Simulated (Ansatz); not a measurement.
An input for Ansatz 0.2.0 (ZnS):

File run.py:

```python
import json

import ase.io
import numpy as np
import spglib

import ansatz as az

atoms = ase.io.read("ZnS.cif")
cell, frac, numbers = spglib.find_primitive((atoms.cell[:], atoms.get_scaled_positions(), atoms.numbers), symprec=1e-5)
atoms = ase.Atoms(numbers, cell=cell, scaled_positions=frac, pbc=True)

calculation = (
    az.Crystal.from_ase(atoms)
    .calculation()
    .functional("b3lyp", dispersion="d3bj")
    .pseudopotentials(kind="paw")
    .occupations(method="fixed")
    .forces()
    .stress()
    .band_table(publish=True)
)
outcome = calculation.run(threads=2, events_out="events.jsonl")

report = outcome.report
for line in open("events.jsonl"):
    event = json.loads(line)
    if event["event"] == "scf_iter":
        d = event["data"]
        print(f"SCF {d['iter']:3d}  HF = {d['harris_foulkes_ev']:.6f} eV  dr2 = {d['dr2_ev']:.2e} eV")
    elif event["event"] in ("relax_step", "md_step"):
        d = event["data"]
        print(f"{event['event']} {d['step']:3d}  E = {d['lagrangian_ev']:.6f} eV")
np.set_printoptions(precision=5, suppress=True, linewidth=110)
print("converged:", report["converged"], "after", report["n_iterations"], "iterations")
print(f"free energy {report['free_energy_ev']:.6f} eV, Fermi level {report['fermi_energy_ev']:.4f} eV")
for key in ("band_edges_ev", "magnetization_mub", "site_moments_mub", "site_moments_nc_mub", "forces_ev_ang",
                "stress_gpa"):
    if report.get(key) is not None:
        print(key, np.array(report[key]), sep="\n")
```

ZnS.cif

```cif
data_ZnS
_cell_length_a 5.25587002
_cell_length_b 5.25587002
_cell_length_c 5.25587002
_cell_angle_alpha 90.00000000
_cell_angle_beta 90.00000000
_cell_angle_gamma 90.00000000
_space_group_name_H-M_alt 'F-43m'
_space_group_name_Hall 'F -4 2 3'
_space_group_IT_number 216
loop_
_space_group_symop_operation_xyz
'x,y,z'
'y,-x,-z'
'-x,-y,z'
'-y,x,-z'
'x,-y,-z'
'y,x,z'
'-x,y,-z'
'-y,-x,z'
'z,x,y'
'-z,y,-x'
'z,-x,-y'
'-z,-y,x'
'-z,x,-y'
'z,y,x'
'-z,-x,y'
'z,-y,-x'
'y,z,x'
'-x,-z,y'
'-y,z,-x'
'x,-z,-y'
'-y,-z,x'
'x,z,y'
'y,-z,-x'
'-x,z,-y'
'x,y+1/2,z+1/2'
'y,-x+1/2,-z+1/2'
'-x,-y+1/2,z+1/2'
'-y,x+1/2,-z+1/2'
'x,-y+1/2,-z+1/2'
'y,x+1/2,z+1/2'
'-x,y+1/2,-z+1/2'
'-y,-x+1/2,z+1/2'
'z,x+1/2,y+1/2'
'-z,y+1/2,-x+1/2'
'z,-x+1/2,-y+1/2'
'-z,-y+1/2,x+1/2'
'-z,x+1/2,-y+1/2'
'z,y+1/2,x+1/2'
'-z,-x+1/2,y+1/2'
'z,-y+1/2,-x+1/2'
'y,z+1/2,x+1/2'
'-x,-z+1/2,y+1/2'
'-y,z+1/2,-x+1/2'
'x,-z+1/2,-y+1/2'
'-y,-z+1/2,x+1/2'
'x,z+1/2,y+1/2'
'y,-z+1/2,-x+1/2'
'-x,z+1/2,-y+1/2'
'x+1/2,y,z+1/2'
'y+1/2,-x,-z+1/2'
'-x+1/2,-y,z+1/2'
'-y+1/2,x,-z+1/2'
'x+1/2,-y,-z+1/2'
'y+1/2,x,z+1/2'
'-x+1/2,y,-z+1/2'
'-y+1/2,-x,z+1/2'
'z+1/2,x,y+1/2'
'-z+1/2,y,-x+1/2'
'z+1/2,-x,-y+1/2'
'-z+1/2,-y,x+1/2'
'-z+1/2,x,-y+1/2'
'z+1/2,y,x+1/2'
'-z+1/2,-x,y+1/2'
'z+1/2,-y,-x+1/2'
'y+1/2,z,x+1/2'
'-x+1/2,-z,y+1/2'
'-y+1/2,z,-x+1/2'
'x+1/2,-z,-y+1/2'
'-y+1/2,-z,x+1/2'
'x+1/2,z,y+1/2'
'y+1/2,-z,-x+1/2'
'-x+1/2,z,-y+1/2'
'x+1/2,y+1/2,z'
'y+1/2,-x+1/2,-z'
'-x+1/2,-y+1/2,z'
'-y+1/2,x+1/2,-z'
'x+1/2,-y+1/2,-z'
'y+1/2,x+1/2,z'
'-x+1/2,y+1/2,-z'
'-y+1/2,-x+1/2,z'
'z+1/2,x+1/2,y'
'-z+1/2,y+1/2,-x'
'z+1/2,-x+1/2,-y'
'-z+1/2,-y+1/2,x'
'-z+1/2,x+1/2,-y'
'z+1/2,y+1/2,x'
'-z+1/2,-x+1/2,y'
'z+1/2,-y+1/2,-x'
'y+1/2,z+1/2,x'
'-x+1/2,-z+1/2,y'
'-y+1/2,z+1/2,-x'
'x+1/2,-z+1/2,-y'
'-y+1/2,-z+1/2,x'
'x+1/2,z+1/2,y'
'y+1/2,-z+1/2,-x'
'-x+1/2,z+1/2,-y'
loop_
_atom_site_label
_atom_site_type_symbol
_atom_site_symmetry_multiplicity
_atom_site_Wyckoff_symbol
_atom_site_fract_x
_atom_site_fract_y
_atom_site_fract_z
_atom_site_occupancy
Zn1 Zn 4 c 0.2500000000 0.2500000000 0.2500000000 1
S1 S 4 a 0.0000000000 0.0000000000 0.0000000000 1
```

Potentials or basis: Ansatz PAW.

Launch:

```console
$ python run.py
```

**Question.** Does this run start?

**Answer.** The run stopped without a result. It printed:

Output:

```text
Traceback (most recent call last):
  File "run.py", line 23, in <module>
  [frames inside libraries left out]
ansatz.errors.InputError: no k-points: add .kpoints(mesh), or .kpoints with spacing=, density= or length=, or points= for k-points listed one by one  [kpoints.mp_grid]
```
